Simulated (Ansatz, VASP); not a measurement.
**C in VASP and in Ansatz**

```xyz
4
Lattice="2.4825 0.0000 0.0000 -1.2413 2.1499 0.0000 0.0000 0.0000 4.1979" Properties=species:S:1:pos:R:3 pbc="T T T"
C     0.0000    1.4333   -0.0009
C     1.2413    0.7166    2.0980
C     0.0000    1.4333    1.5709
C     1.2413    0.7166    3.6699
```

Alike in both runs: task single point; functional LDA; k mesh 9 × 9 × 6; no spin polarisation.

|  | VASP | Ansatz |
| --- | --- | --- |
| version | VASP 6.6.1 | Ansatz 0.2.0 |
| potentials or method | VASP PAW LDA potentials, release 64 (C) | scalar-relativistic, plane waves, PAW |
| plane-wave cutoff (eV) | 520 | 420 |
| occupations | gaussian, width 0.01 eV | fixed |
| valence electrons in the cell | 16 | 16 |

```tsv
	VASP	Ansatz	Ansatz less VASP
gap on the k mesh at the Fermi level (eV)	3.05	3.07	+0.021
least direct gap on the mesh (eV)	4.90	4.89	-0.001
```

Ansatz warned: «pseudo_functional_mismatch».

Caveats: an odd mesh through Γ misses points on the zone boundary, where band edges often lie.
